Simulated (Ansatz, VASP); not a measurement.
SnSe2 in VASP and in Ansatz

```
Sn Se
1.0
     3.79871    0.00000    0.00000
    -1.89936    3.28978    0.00000
     0.00000    0.00000    5.90292
Sn Se
1 2
Direct
  0.00000 0.00000 0.00000
  0.33333 0.66667 0.26723
  0.66667 0.33333 0.73277
```

Alike in both runs: functional LDA; k mesh 12 × 12 × 6; occupations gaussian, width 0.02 eV; no spin polarisation.

Ansatz relaxed the structure, and its values are those at the end. VASP's run is a single point on that final structure, the one shown.

|  | VASP | Ansatz |
| --- | --- | --- |
| version | VASP 6.6.1 | Ansatz 0.2.0 |
| potentials or method | VASP PAW LDA potentials, release 64 (Sn_d, Se) | scalar-relativistic, plane waves, PAW |
| plane-wave cutoff (eV) | 520 | 420 |
| valence electrons in the cell | 26 | 46 |

|  | VASP | Ansatz | Ansatz less VASP |
| --- | --- | --- | --- |
| gap on the k mesh at the Fermi level (eV) | 0.19 | 0.18 | -0.010 |
| least direct gap on the mesh (eV) | 0.71 | 0.70 | -0.014 |
| pressure (GPa) | 0.2 | 0.0 | -0.18 |
| rms of the force components (eV/Å) | 0.012 | 0.001 | -0.0109 |

The two sets of potentials don't hold the same shells in valence.

Caveats: spin-orbit coupling is left out, which moves the levels of the heavy elements.
